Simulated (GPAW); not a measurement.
Runs of GPAW 26.7.0 on W. Symmetry: Im-3m, No. 229, cubic system. The conventional cell has a = 3.165 Å, b = 3.165 Å, c = 3.165 Å, α = 90.00°, β = 90.00°, γ = 90.00°. Around W (site symmetry m-3m) lie 8 W at 2.74 Å. 

| level | gap on the mesh (eV) | pressure (GPa) | relaxed volume (Å³/atom) |
| --- | --- | --- | --- |
| PBEsol+D3(BJ)+ATM | none | -0.1 | 15.39 |
| PBEsol | none | 0.0 | 15.68 |
| PBEsol+D3 | none | -0.1 | 15.36 |
| PBEsol+D3(BJ) | none | -0.1 | (b) |
| PBEsol+D4 | none | 0.0 | (a) |

Alike in all rows: task relaxation of cell and atoms; potentials or basis PAW data sets generated in the run's folder for this functional, pw; no spin polarisation; cell relaxed; k mesh 12 × 12 × 12; cutoff (eV) 600; smearing fermi-dirac 0.05 eV.

Task: Fill in the values left out.

Result: (a) 15.49; (b) 15.31.

Caveats: later steps reuse the first step's grids; pairwise dispersion overbinds metals, which lowers pressure and volume (some runs).

A k mesh can miss the band edges, and the runs leave out spin-orbit coupling on W.

A gap of «none» marks a metal or a gap under the smearing width.
